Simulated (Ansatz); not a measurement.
PtSe2 (Sudovikovite):

```xyz
3
Lattice="3.7240 0.0000 0.0000 -1.8620 3.2251 0.0000 0.0000 0.0000 5.0620" Properties=species:S:1:pos:R:3 pbc="T T T"
Pt    0.0000    0.0000    0.0000
Se    1.8620    1.0750    3.7965
Se    0.0000    2.1501    1.2655
```

Program: Ansatz 0.2.0. Alike in all runs: task band structure; no spin polarisation; cell as given; k mesh 8 × 8 × 5; smearing fermi-dirac 0.05 eV.

Q: Order these runs on this cell by their pressure, lowest first.
A. level LDA+U; potentials or basis Ansatz PAW; U Pt d U = 8 eV; cutoff (eV) 420; hubbard projectors ortho-atomic (the default); double counting fll (the default)
B. level PBE; potentials or basis PseudoDojo standard (PBE files); cutoff (eV) 1170
C. level RPBE; potentials or basis Ansatz PAW; cutoff (eV) 420

A: A (0.4 GPa), B (7.2 GPa), C (9.8 GPa).

Caveats: the PAW data sets come from PBE, with cores solved anew for the run's functional, which leaves a small shift of forces and pressure (some runs); U without spin polarisation on a metal has little footing (some runs).
